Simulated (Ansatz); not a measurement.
Input and command of a calculation in Ansatz (plane waves; scalar-relativistic PAW potentials unless the input names others):

```yaml
crystal:
  lattice:
    - [0.0, 3.1802661393, 3.1802661393]
    - [3.1802661393, 0.0, 3.1802661393]
    - [3.1802661393, 3.1802661393, 0.0]
  atoms:
    - { symbol: Ba, position: [0.0, 0.0, 0.0] }
    - { symbol: S, position: [0.5, 0.5, 0.5] }
basis:
  ecutwfc: 500
kpoints:
  mp_grid: { grid: [6, 6, 6] }
hamiltonian:
  xc: r2scan
scf:
  occupations: { method: gaussian, width: 0.02 }
  max_iter: 80
output:
  forces: true
  eigenvalues: true
  stress: true
total_charge: 4
```

```bash
ansatz run input.yaml --threads 1 --pin off --max-ram 2560MiB --backend cpu --events-out ev --progress --plain --runs-dir out
```

Abridged log:
```
Basis set: ecut = 500 eV, 1639 PW (Γ), exchange–correlation on 144×144×144 points (64 copies of the dense FFT grid, shifted against one another)
Bands: 10, of which v1, the nominal top of the filled ones, is band 6 counted from 1 (5 counted from 0)
Symmetry: 48 space group operations
k-points: 16 of 216
SCF iter   1: F=—  HF=-6898.527636 eV  |F-HF|=—  |Δ(HF+E_count)|=         —  Δρ=1.07e-1  dr2=1.71e1  dr2_τ=3.02e-1  ethr=1.77e-3  ⟨swp⟩=11.8  Hψ=2041  notcnv=0
SCF iter   2: F=—  HF=-6890.605824 eV  |F-HF|=—  |Δ(HF+E_count)|=    7.92e0  Δρ=2.92e-2  dr2=9.77e-1  dr2_τ=6.32e-2  ethr=1.77e-3  ⟨swp⟩=7.0  Hψ=799  notcnv=0  defer=5
SCF iter   3: F=—  HF=-6890.384845 eV  |F-HF|=—  |Δ(HF+E_count)|=   2.21e-1  Δρ=1.12e-2  dr2=7.52e-2  dr2_τ=2.84e-3  ethr=1.77e-3  ⟨swp⟩=4.2  Hψ=513  notcnv=0  defer=4
SCF iter   4: F=—  HF=-6890.394765 eV  |F-HF|=—  |Δ(HF+E_count)|=   9.92e-3  Δρ=3.79e-3  dr2=2.49e-2  dr2_τ=3.38e-4  ethr=6.27e-4  ⟨swp⟩=4.5  Hψ=500  notcnv=0  defer=5
SCF iter   5: F=—  HF=-6890.388068 eV  |F-HF|=—  |Δ(HF+E_count)|=   6.70e-3  Δρ=1.58e-3  dr2=4.41e-3  dr2_τ=2.14e-5  ethr=2.07e-4  ⟨swp⟩=3.2  Hψ=258  notcnv=0  defer=6
SCF iter   6: F=—  HF=-6890.386733 eV  |F-HF|=—  |Δ(HF+E_count)|=   1.34e-3  Δρ=1.26e-4  dr2=2.55e-5  dr2_τ=2.62e-7  ethr=3.68e-5  ⟨swp⟩=4.2  Hψ=397  notcnv=0  defer=6
SCF iter   7: F=—  HF=-6890.386734 eV  |F-HF|=—  |Δ(HF+E_count)|=   1.64e-6  Δρ=1.42e-5  dr2=3.42e-7  dr2_τ=1.06e-8  ethr=2.13e-7  ⟨swp⟩=2.3  Hψ=317  notcnv=0  defer=5
SCF iter   8: F=-6890.386734 eV  HF=-6890.386734 eV  |F-HF|=6.57e-10  |Δ(HF+E_count)|=   1.13e-7  Δρ=1.04e-6  dr2=1.09e-9  dr2_τ=5.67e-11  ethr=8.33e-10  ⟨swp⟩=11.4  Hψ=1394  notcnv=0
SCF 1 converged in 8 iterations: F = -6890.386734 eV  dr2 = 1.09e-9
SCF converged after 8 iterations
Free energy (F): -6890.386734 eV
Harris-Foulkes:  -6890.386734 eV  (|F-HF|=6.57e-10)
Internal energy: -6890.384823 eV  (E = F + TS)
E sigma→0 (E₀):  -6890.385779 eV
Entropy (-TS):   -0.001911 eV (-0.955 meV/atom)
Fermi energy:    1.364336 eV
--- Forces (eV/Å), atoms counted from 1 ---
  atom   1  Ba     0.00000000     0.00000000     0.00000000
  atom   2  S      0.00000000     0.00000000     0.00000000
--- Stress (GPa, compression-positive) ---
       36.220902       0.000000       0.000000
        0.000000      36.220902       0.000000
        0.000000       0.000000      36.220902
  P = ⅓ Tr σ = 36.2209 GPa (362.209 kbar)
```

Problem. Find the fault.

Solution. The fault is a net charge on a solid that should be neutral, 4 electrons a cell too few, offset by a uniform background, so that energy and pressure hang on that convention (total_charge: not typed → 4, the first being the value of the sound run). Setting it back cures it. The run converged all the same, with a total energy on another zero, pressure 36.22 GPa (with the neutralising background of the charged cell), largest force 0.000 eV/Å, no gap on the mesh, so convergence alone doesn't show that an input is right. A reference run from the same start on usual settings converged with pressure 1.44 GPa, largest force 0.000 eV/Å, gap on the mesh 2.53 eV.

The run took 4.3 s on 1 thread of Arm Neoverse V1, on a shared host, peak memory 0.5 GiB.